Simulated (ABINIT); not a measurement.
# Cu (I4/mmm) in ABINIT: settings compared, part 2 of 2

ABINIT 10.8.3 (patched build). Earlier steps stand in the parts before.

## (3) Relaxation of cell and atoms, PBE

run.abi reads:

```
# Pseudopotentials
pp_dirpath "./"
pseudos "Cu.GGA_PBE-JTH.xml"

# Structure
acell 4.6507635309 4.6507635309 4.6507635309
rprim
    -0.5862444330     0.5862444330     0.5591376660
     0.5862444330    -0.5862444330     0.5591376660
     0.5862444330     0.5862444330    -0.5591376660
ntypat 1
znucl 29
natom 1
typat 1
xred
     0.0000000000     0.0000000000     0.0000000000
chkprim 0
chksymtnons 0
tolsym 1.0e-6

# Plane-wave basis
ecut 26.0
pawecutdg 48.0
pawxcdev 0

# k points
kptopt 1
ngkpt 13 13 13
nshiftk 1
shiftk 0.0 0.0 0.0

# Exchange and correlation
ixc 11

# Bands and occupations
nband 14
occopt 3
tsmear 0.05 eV

# SCF cycle
nstep 100
tolvrs 1.0e-9

# Output
iomode 3
prtwf 0
prtden 0
prteig 0
prtebands 0

# Relaxation
ionmov 22
ntime 60
tolmxf 0.0002
optcell 2
dilatmx 1.08
ecutsm 0.5
```

Potentials or basis: JTH PAW PBE v2.0.

Command:

```console
$ abinit run.abi > log 2>&1
```

run.abo:

```text
.Version 10.8.3 of ABINIT
 Symmetries : space group I4/m m m (#139); Bravais tI (body-center tetrag.)
================================================================================
 Values of the parameters that define the memory need of the present run
     intxc =       0    ionmov =      22      iscf =      17    lmnmax =      18
     lnmax =       6     mgfft =      24  mpssoang =       3    mqgrid =    3001
     natom =       1  nloc_mem =       2    nspden =       1   nspinor =       1
    nsppol =       1      nsym =      16    n1xccc =       1    ntypat =       1
    occopt =       3   xclevel =       2
       mpw =         634          nfft =       13824          nkpt =         196
 PAW method is used; the additional fine FFT grid is defined by:
   mgfftf=        32    nfftf =     32768
================================================================================
================================================================================

--------------------------------------------------------------------------------
------------- Echo of variables that govern the present computation ------------
--------------------------------------------------------------------------------
 -outvars: echo values of preprocessed input variables --------
            acell      4.6507635309E+00  4.6507635309E+00  4.6507635309E+00 Bohr
              amu      6.35460000E+01
          chkprim           0
      chksymtnons           0
          dilatmx      1.08000000E+00
             ecut      2.60000000E+01 Hartree
           ecutsm      5.00000000E-01 Hartree
           ionmov          22
                       outvar_i_n : Printing only first  50 k-points.
              ixc          11
                       outvar_i_n : Printing only first  50 k-points.
         kptrlatt       13    0    0      0   13    0      0    0   13
          kptrlen      6.04599259E+01
            natom           1
            nband          14
            ngfft          24      24      24
          ngfftdg          32      32      32
             nkpt         196
            nstep         100
             nsym          16
            ntime          60
           ntypat           1
                       prtocc : prtvol=0, do not print more k-points.
           occopt           3
          optcell           2
        pawecutdg      4.80000000E+01 Hartree
[... 824 lines left out ...]
 frms,max,avg= 0.0000000E+00 0.0000000E+00   0.000E+00  0.000E+00  0.000E+00 h/b

 cartesian forces (eV/Angstrom) at end:
    1     -0.00000000000000    -0.00000000000000    -0.00000000000000
 frms,max,avg= 0.0000000E+00 0.0000000E+00   0.000E+00  0.000E+00  0.000E+00 e/A
 length scales=  4.727409938741  4.727409938741  4.727409938741 bohr
              =  2.501637604481  2.501637604481  2.501637604481 angstroms
 Fermi (or HOMO) energy (hartree) =   0.25095   Average Vxc (hartree)=  -0.43798
 Eigenvalues (hartree) for nkpt= 196  k points:
 kpt#   1, nband= 14, wtk=  0.00046, kpt=  0.0000  0.0000  0.0000 (reduced coord)
  -3.88294   -2.31431   -2.31414   -2.31414   -0.08671    0.13700    0.14625    0.14625
   0.17368    0.18345    1.14809    1.14809    1.21461    1.27882
      occupation numbers for kpt#   1
   2.00000    2.00000    2.00000    2.00000    2.00000    2.00000    2.00000    2.00000
   2.00000    2.00000    0.00000    0.00000    0.00000    0.00000
 prteigrs : prtvol=0 or 1, do not print more k-points.

--- !EnergyTerms
iteration_state     : {dtset: 1, itime: 8, icycle: 1, }
comment             : Components of total free energy in Hartree
kinetic             :  1.09617947239374E+01
hartree             :  4.17079231258947E+01
xc                  : -2.73661395216669E+00
Ewald energy        : -1.20432332661160E+02
psp_core            :  8.71693177893123E+00
local_psp           : -1.03925426020232E+02
PAW spherical_terms : -3.22548361573711E+01
internal            : -1.97962559162166E+02
'-kT*entropy'       : -1.01923353241452E-04
total_energy        : -1.97962661085520E+02
total_energy_eV     : -5.38683843308031E+03
...

--- !EnergyTermsDC
iteration_state     : {dtset: 1, itime: 8, icycle: 1, }
comment             : '"Double-counting" decomposition of free energy'
band_energy         : -2.00674766295520E+01
Ewald energy        : -1.20432332661160E+02
psp_core            :  8.71693177893123E+00
xc_dc               : -4.09127629403228E+01
PAW spherical_terms : -2.52669106654381E+01
internal            : -1.97962551117541E+02
'-kT*entropy'       : -1.01923353241452E-04
total_energy_dc     : -1.97962653040895E+02
total_energy_dc_eV  : -5.38683821417491E+03
...

--- !EnergyTermsWithPAWCore
iteration_state     : {dtset: 1, itime: 8, icycle: 1, }
comment             : 'Components of total free energy, including PAW core contributions'
Total energy        : -1.65498585322512E+03
Total energy DC     : -1.65498584518049E+03
Total energy (eV)   : -4.50344592837431E+04
Total energy DC (eV): -4.50344590648377E+04
...

 Cartesian components of stress tensor (hartree/bohr^3)
  sigma(1 1)=  1.08349871E-06  sigma(3 2)=  0.00000000E+00
  sigma(2 2)=  1.08349871E-06  sigma(3 1)=  0.00000000E+00
  sigma(3 3)=  9.72748173E-07  sigma(2 1)=  0.00000000E+00

-Cartesian components of stress tensor (GPa)         [Pressure= -3.0792E-02 GPa]
- sigma(1 1)=  3.18776327E-02  sigma(3 2)=  0.00000000E+00
- sigma(2 2)=  3.18776327E-02  sigma(3 1)=  0.00000000E+00
- sigma(3 3)=  2.86192393E-02  sigma(2 1)=  0.00000000E+00

== END DATASET(S) ==============================================================
================================================================================

 -outvars: echo values of variables after computation  --------
            acell      4.7274099387E+00  4.7274099387E+00  4.7274099387E+00 Bohr
           etotal     -1.9796265304E+02
            fcart     -0.0000000000E+00 -0.0000000000E+00 -0.0000000000E+00
            rprim     -5.8932698796E-01  5.8932698796E-01  5.5261867733E-01
                       5.8932698796E-01 -5.8932698796E-01  5.5261867733E-01
                       5.8932698796E-01  5.8932698796E-01 -5.5261867733E-01
           strten      1.0834987125E-06  1.0834987125E-06  9.7274817316E-07
                       0.0000000000E+00  0.0000000000E+00  0.0000000000E+00
 Calculation completed.
```

It took 5 min on 1 thread of Arm Neoverse V1, shared host; peak memory 0.15 GiB.

What came out:

- Free energy: -5386.8382 eV
- Relaxed volume: 12.02 Å³/atom
- Relaxed cell: a = 2.502 Å, b = 2.502 Å, c = 2.502 Å, α = 107.78°, β = 107.78°, γ = 112.91°
- Space group after relaxing (to 0.05 Å): I4/mmm (No. 139)
- Energy gained by relaxing: 12.1 meV/atom
- Ionic steps: 8
- Pressure after relaxing: 0.0 GPa
- Band gap on the k mesh: none (metal or under the smearing width)
- Valence electrons inside the program's atomic spheres: Cu 17.36 (radii [1.0588] Å)

Step by step:
```csv
step,energy change (eV),largest force (eV/Å),pressure (GPa),volume (Å³)
1,0.0000,0.0000,7.26,11.46
2,-0.0086,0.0000,3.62,11.71
3,-0.0119,0.0000,0.25,11.99
4,-0.0119,0.0000,0.00,12.01
5,-0.0119,0.0000,-0.11,12.02
6,-0.0120,0.0000,-0.28,12.04
7,-0.0120,0.0000,-0.17,12.03
8,-0.0121,0.0000,-0.03,12.02
```

Final structure:
```cif
data_structure
_symmetry_space_group_name_H-M 'P 1'
_symmetry_Int_Tables_number 1
_cell_length_a 2.5016
_cell_length_b 2.5016
_cell_length_c 2.5016
_cell_angle_alpha 107.781
_cell_angle_beta 107.781
_cell_angle_gamma 112.906
_cell_volume 12.02
loop_
_atom_site_label
_atom_site_type_symbol
_atom_site_fract_x
_atom_site_fract_y
_atom_site_fract_z
_atom_site_occupancy
Cu1 Cu 0.00000 0.00000 0.00000 1
```
